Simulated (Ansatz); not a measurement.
Hf4C3 and its competing phases

Method: DFT PBE, scalar-relativistic, plane waves, PAW in Ansatz 0.2.0. All cells share a 420 eV cutoff and Γ-centred k meshes spaced at most about 0.3 Å⁻¹ (about 0.25 or finer for metals, 2π included). No spin polarisation.

Energies over the elements count from the elements' standard structures at the same level, with no fitted energy shifts.

These are static total energies at zero pressure. These runs have no spin–orbit coupling, which can matter for Hf. The reference form of C is held partly by dispersion forces, which this level lacks.

The competitors are the elements and 1 reference phase of this chemical system (from databases or known types: HfC), relaxed at the same level; other known phases may be missing.

The candidate was reached from: random cell.

```yaml
crystal:
  lattice:
    - [-2.86012, 2.86012, 2.86012]
    - [2.86012, -2.86012, 2.86012]
    - [2.86012, 2.86012, -2.86012]
  atoms:
    - { symbol: Hf, position: [0.38652, 0.38652, 0.38652] }
    - { symbol: Hf, position: [0.00000, 0.00000, 0.61348] }
    - { symbol: Hf, position: [0.00000, 0.61348, 0.00000] }
    - { symbol: Hf, position: [0.61348, 0.00000, 0.00000] }
    - { symbol: C, position: [0.00000, 0.50000, 0.50000] }
    - { symbol: C, position: [0.50000, 0.00000, 0.50000] }
    - { symbol: C, position: [0.50000, 0.50000, 0.00000] }
```

The lowest competing mixture at this composition:

| phase | space group | source | share of atoms | ΔE_f (eV/atom) |
| --- | --- | --- | --- | --- |
| Hf | - | element | 0.1429 | -0.0012 |
| HfC | Fm-3m (No. 225) | Materials Project | 0.8571 | -0.918 |

The lowest database cell of Hf (-0.0012) lies slightly below the reference, hence the non-zero entry.

Q: What are the hull's energy here, the candidate's formation energy and its margin?

A: The hull lies at -0.787 eV/atom, the weighted sum of the last column. The candidate has -0.061 eV/atom, which is 0.73 eV/atom above it. The candidate matches no cell in the subsets of the Crystallography Open Database and the Materials Project at hand. The margin is far too high for a likely synthesis.
